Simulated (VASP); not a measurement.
MnO:

```
CELL_PARAMETERS angstrom
2.96949 0.00000 0.00000
-1.48474 2.57165 0.00000
0.00000 0.00000 2.89807
ATOMIC_POSITIONS crystal
Mn 0.00000 0.00000 0.00000
O 0.66667 0.33333 0.50000
```

Measurements of this composition are mostly on another form, of space group No. 225.

Base run:

| Item | Value |
| --- | --- |
| Program | VASP 6.6.1 |
| Functional | LDA |
| Potentials or basis | VASP PAW LDA potentials, release 64 (Mn_pv, O) |
| Cutoff | 520 eV |
| k mesh | 7 × 7 × 7 |
| Occupations | gaussian, width 0.05 eV |
| Spin | collinear spin, random start |
| Starting moments | [-4.67, 0.0] μB |
| Hubbard terms | Mn d U = 6 eV |

Its results: band gap on the k mesh 0.49 eV, indirect (least direct gap 1.02 eV); pressure -4.5 GPa.

Q: The run is repeated on the same cell with these changes: spin from collinear spin, random start to no spin polarisation; further incar settings from ALGO = Normal; EDIFF = 1e-07; NBANDS = 20 to ALGO = Normal; EDIFF = 1e-07. What comes out?

A: Band gap on the k mesh none (metal or under the smearing width); pressure -36.6 GPa.

Caveats: an odd mesh through Γ misses points on the zone boundary, where band edges often lie (some runs); a cell with one magnetic atom can't hold antiferromagnetic order, which such compounds often take (some runs); a pressure of tens of GPa on the cell as given is suspect, and the run, the potentials or the cell itself is likely at fault (some runs); an odd number of electrons without spin polarisation forces a metal (some runs); a magnetic or distorted state may lie lower (some runs); U without spin polarisation on a metal has little footing (some runs).
